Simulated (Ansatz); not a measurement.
# Sn: the crystal squeezed far

An exercise on one series of results from a longer session: the logs are not shown, and one member is left open.

Method: DFT PBE, with the methods named in each step, in Ansatz 0.2.0.

2 further runs of the same task are left out: 2 that didn't finish.

### The starting structure

The structure is hexagonal, space group P6_3/mmc (No. 194). The conventional cell has a = 3.418 Å, b = 3.418 Å, c = 5.536 Å, α = 90.00°, β = 90.00°, γ = 120.00°. Sn (site symmetry -6m2) has 12 Sn at 3.40 to 3.42 Å as nearest neighbours.

Structure file:

```cif
data_structure
_symmetry_space_group_name_H-M 'P6_3/mmc'
_symmetry_Int_Tables_number 194
_cell_length_a 3.4175
_cell_length_b 3.4175
_cell_length_c 5.5364
_cell_angle_alpha 90.000
_cell_angle_beta 90.000
_cell_angle_gamma 120.000
_cell_volume 56.00
loop_
_atom_site_label
_atom_site_type_symbol
_atom_site_symmetry_multiplicity
_atom_site_Wyckoff_symbol
_atom_site_fract_x
_atom_site_fract_y
_atom_site_fract_z
_atom_site_occupancy
Sn1 Sn 2 c 0.33333 0.66667 0.25000 1
```

The file gives the conventional cell by its symmetry; the runs use the cell typed in the input.

Whether this phase is the stable one at these pressures isn't tested.

Atoms are numbered in the order of the input: Sn1, Sn2.

Set-up of the first run:

The input, input.yaml:

```yaml
crystal:
  lattice:
    - [3.4175440961, 0.0, 0.0]
    - [-1.7087720481, 2.9596800058, 0.0]
    - [0.0, 0.0, 5.5364214357]
  atoms:
    - { symbol: Sn, position: [0.3333333333, 0.6666666667, 0.25] }
    - { symbol: Sn, position: [0.6666666667, 0.3333333333, 0.75] }
kpoints:
  mp_grid: { grid: [13, 13, 7] }
scf:
  occupations: { method: fermi_dirac, width: 0.05 }
hamiltonian:
  xc: pbe
  pseudopotentials: { kind: paw }
output:
  forces: true
  stress: true
relax:
  f_tol: 0.005
  max_steps: 40
  cell: {}
```

Command:

```
$ ansatz run input.yaml --threads 1 --pin off --max-ram 2048MiB --backend cpu --events-out ev --progress --plain --runs-dir out
```

Steps of the session up to this table: Cell relaxed at zero pressure, PAW; Volume scaled by 1, PAW; Shape and atoms relaxed at 0.9 of the volume, PAW; Volume scaled by 0.9, PAW; Shape and atoms relaxed at 0.8 of the volume, PAW; Volume scaled by 0.8, PAW; Shape and atoms relaxed at 0.7 of the volume, PAW; Volume scaled by 0.7, PAW; Shape and atoms relaxed at 0.6 of the volume, PAW; Volume scaled by 0.6, PAW; Shape and atoms relaxed at 0.5 of the volume, PAW; Volume scaled by 0.5, PAW; Shape and atoms relaxed at 0.4 of the volume, PAW; Volume scaled by 0.4, PAW; Volume scaled by 0.4, PAW (level accurate).

One of the session's tables, all rows but one given; the rest of the session is left out.

| method | volume over the first | volume (Å³/atom) | pressure (GPa) |
| --- | --- | --- | --- |
| PAW | 1 | 27.726 | 0.02 |
| PAW | 0.9 | 24.953 | 6.51 |
| PAW | 0.8 | 22.181 | 17.98 |
| PAW | 0.7 | 19.408 | 39.35 |
| PAW | 0.6 | 16.635 | 81.87 |
| PAW | 0.5 | 13.863 | 173.18 |
| PAW | 0.4 | 11.090 | 392.89 |
| PAW (level accurate) | 0.4 | ? | ? |

**Question.** Estimate the row for PAW (level accurate), 0.4.

As computed: volume (Å³/atom): 11.090; pressure (GPa): 392.48.
